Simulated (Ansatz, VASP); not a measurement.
# C: VASP beside Ansatz

```
C
1.0
     2.47000    0.00000    0.00000
    -1.23500    2.13908    0.00000
     0.00000    0.00000    6.79000
C
4
Direct
  0.00000 0.00000 0.00000
  0.00000 0.00000 0.50000
  0.33333 0.66667 0.00500
  0.66667 0.33333 0.50500
```

This is a stacking variant of graphite.

Alike in both runs: task single point; functional PBE; k mesh 8 × 8 × 3; no spin polarisation.

```csv
,VASP,Ansatz
version,VASP 6.6.1,Ansatz 0.2.0
potentials or method,"VASP PAW PBE potentials, release 64 (C)","plane waves, PAW"
plane-wave cutoff (eV),520,420
occupations,"methfessel-paxton of order 1, width 0.05 eV","cold, width 0.05 eV"
valence electrons in the cell,16,16
```

|  | VASP | Ansatz | Ansatz less VASP |
| --- | --- | --- | --- |
| pressure (GPa) | 0.0 | -0.4 | -0.43 |
| largest component of the traceless stress (GPa) | 2.67 | 3.20 | +0.530 |
| rms of the force components (eV/Å) | 0.328 | 0.329 | +0.0010 |

Atom by atom the forces differ by 0.001 eV/Å (rms over components).

Caveats: this functional lacks dispersion, which binds the layers, so the pressure and a relaxed spacing across them are unreliable.
